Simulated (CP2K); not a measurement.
Crystal: Pd.

```
Pd
1.0
     2.75277    0.00000    0.00000
     1.37638    2.38397    0.00000
     1.37638    0.79466    2.24762
Pd
1
Cartesian
  0.0000 0.0000 0.0000
```

Base run:

* Program: CP2K 2026.2
* Functional: r2SCAN
* Potentials or basis: POTENTIAL_UZH Pd GTH-PBE-q18; TZVP-MOLOPT-PBE-GTH basis
* Density cutoff: 10204 eV
* k mesh: 12 × 12 × 12
* Occupations: fermi-dirac, width 0.05 eV
* Spin: no spin polarisation

Its results: band gap on the k mesh none (metal or under the smearing width); pressure 3.4 GPa.

The run is repeated on the same cell with these changes: functional from r2SCAN to LDA. What comes out?

Band gap on the k mesh none (metal or under the smearing width); pressure -6.9 GPa.

Caveats: the potentials were made for another functional, which shifts forces and pressure; the basis of atomic orbitals isn't converged, which shifts pressures, moduli and gaps.
